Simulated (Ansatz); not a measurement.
# LiF: the cost of one run

Program: Ansatz 0.2.0. Level of theory: DFT PBE, scalar-relativistic, plane waves, PAW. These are calculated values, not measurements.

**1. Starting point**

It takes space group Pmma (No. 51, orthorhombic). Conventional cell: a = 3.575 Å, b = 1.862 Å, c = 4.052 Å, α = 90.00°, β = 90.00°, γ = 90.00°. Li (site symmetry 2/m) has 4 Li at 1.79 to 1.86 Å and 2 F at 1.87 Å as nearest neighbours. Around F (site symmetry mm2) lie 4 F at 1.86 to 1.95 Å and 2 Li at 1.87 Å.

As a file:

```cif
data_structure
_symmetry_space_group_name_H-M 'P 1'
_symmetry_Int_Tables_number 1
_cell_length_a 3.5755
_cell_length_b 1.8617
_cell_length_c 4.0522
_cell_angle_alpha 90.000
_cell_angle_beta 90.000
_cell_angle_gamma 90.000
_cell_volume 26.97
loop_
_atom_site_label
_atom_site_type_symbol
_atom_site_fract_x
_atom_site_fract_y
_atom_site_fract_z
_atom_site_occupancy
Li1 Li 0.50000 0.00000 0.00000 1
Li2 Li 0.00000 0.00000 0.00000 1
F1 F 0.75000 0.00000 0.40456 1
F2 F 0.25000 0.00000 0.59544 1
```

The cell is invented: 6-connected net, two elements spread over the vertices (Pmma, No. 51). Lengths come from tabulated atomic sizes and are only a guess.

**2. The guess as it stands, on a coarse mesh**

Input file input.yaml:

```yaml
crystal:
  lattice:
    - [3.5754853, 0.0, 0.0]
    - [0.0, 1.86173509, 0.0]
    - [0.0, 0.0, 4.05224843]
  atoms:
    - { symbol: Li, position: [0.5, 0.0, 0.0] }
    - { symbol: Li, position: [0.0, 0.0, 0.0] }
    - { symbol: F, position: [0.75, 0.0, 0.40456455] }
    - { symbol: F, position: [0.25, 0.0, 0.59543545] }
basis:
  ecutwfc: 420
kpoints:
  mp_grid: { grid: [6, 10, 4] }
hamiltonian:
  xc: pbe
scf:
  occupations: { method: gaussian, width: 0.1 }
  lower_state_search: "off"
output:
  forces: true
  stress: true
  eigenvalues: true
```

On the command line:

```console
> ansatz run input.yaml --threads 1 --pin off --max-ram 2048MiB --backend cpu --events-out ev --progress --plain --runs-dir out
```

**Question.** How long does this run take on 1 thread of Arm Neoverse V1, shared host, and how much memory does it need?

About 1.9 s, with a peak of 0.29 GiB.
